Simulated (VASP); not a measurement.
Write the native input for VASP 6.6.1 that does the following.

| Property | Result |
| --- | --- |
| Task | vibrations by finite differences |
| Functional | PBE |
| Dispersion | D3(BJ) |
| Potentials or basis | VASP PAW PBE potentials, release 64 (C) |
| Cutoff | 520 eV |
| k mesh | 15 × 15 × 6 |
| Occupations | gaussian, width 0.02 eV |
| Spin | no spin polarisation |
| Further INCAR settings | ALGO = Normal; EDIFF = 1e-08; NBANDS = 16; IBRION = 6; POTIM = 0.015; NSW = 1 |

The structure of C lies in POSCAR:

```
C                                       
1.0
    2.4664632988      0.0000000000      0.0000000000
   -1.2332316494      2.1360198725      0.0000000000
    0.0000000000      0.0000000000      6.6964755854
  C             
     4
Direct
     0.0000000000000000    0.0000000000000000    0.7500000000000000
     0.0000000000000000    0.0000000000000000    0.2500000000000000
     0.3333333300000021    0.6666666699999979    0.7500000000000000
     0.6666666699999979    0.3333333300000021    0.2500000000000000
```

These files were run (other wordings do the same):

INCAR

```
PREC = Accurate
ENCUT = 520
EDIFF = 1E-8
ISMEAR = 0
SIGMA = 0.02
LREAL = False
LASPH = True
NELM = 60
ALGO = Normal
ISIF = 2
LWAVE = False
LCHARG = False
GGA = PE
IVDW = 12
NBANDS = 16
IBRION = 6
NFREE = 2
POTIM = 0.015
NSW = 1
KPAR = 4
```

KPOINTS

```
Automatic mesh
0
Gamma
  15 15 6
```

Potentials or basis: VASP PAW PBE potentials, release 64 (C).

Run with:

```sh
$ cat potpaw_PBE.64/C/POTCAR > POTCAR
$ mpirun -np 4 vasp_std > vasp.out
```

It gave:

```
Highest phonon frequency at Γ : 1542 cm⁻¹
Most unstable mode            : 34i cm⁻¹
Dispersion energy per atom    : -0.157 eV
```

Caveat: some modes are imaginary.

Wall time 110 s on 4 MPI ranks on AMD EPYC 9R45 96-Core Processor (Zen 5) (shared host), peak memory 0.4 GiB a rank.
